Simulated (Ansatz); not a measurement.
**Stiffness of compounds in space group Pm-3m**

All numbers below come from DFT, PBE, all-electron LAPW, scalar-relativistic in Ansatz 0.2.0.

All compounds have space group Pm-3m with 5 atoms in the primitive cell. V0, B0 and B0′ come from third-order Birch–Murnaghan fits to pressures at five volumes, with shape and internal coordinates held; prototypes and MP cells needn't be known phases. No run is spin-polarised.

No spin–orbit coupling, which matters for the heavy atoms here.

BaTiO3: Ba 1b (0.500 0.500 0.500), Ti 1a (0.000 0.000 0.000), O 3d (0.500 0.000 0.000); COD 1507757, reported; 8×8×8 mesh, smearing 0.05 eV; no spin
KTaO3: K 1b (0.500 0.500 0.500), Ta 1a (0.000 0.000 0.000), O 3d (0.500 0.000 0.000); COD 2102087, measured; 5×5×5 mesh, smearing 0.01 eV; no spin
SrTiO3: Sr 1a (0.000 0.000 0.000), Ti 1b (0.500 0.500 0.500), O 3c (0.000 0.500 0.500); COD 7212245, reported; 7×7×7 mesh, smearing 0.05 eV; no spin

Task: Order the compounds by bulk modulus, lowest first.
A. SrTiO3
B. KTaO3
C. BaTiO3

Result: C (163 GPa), A (170 GPa), B (187 GPa).
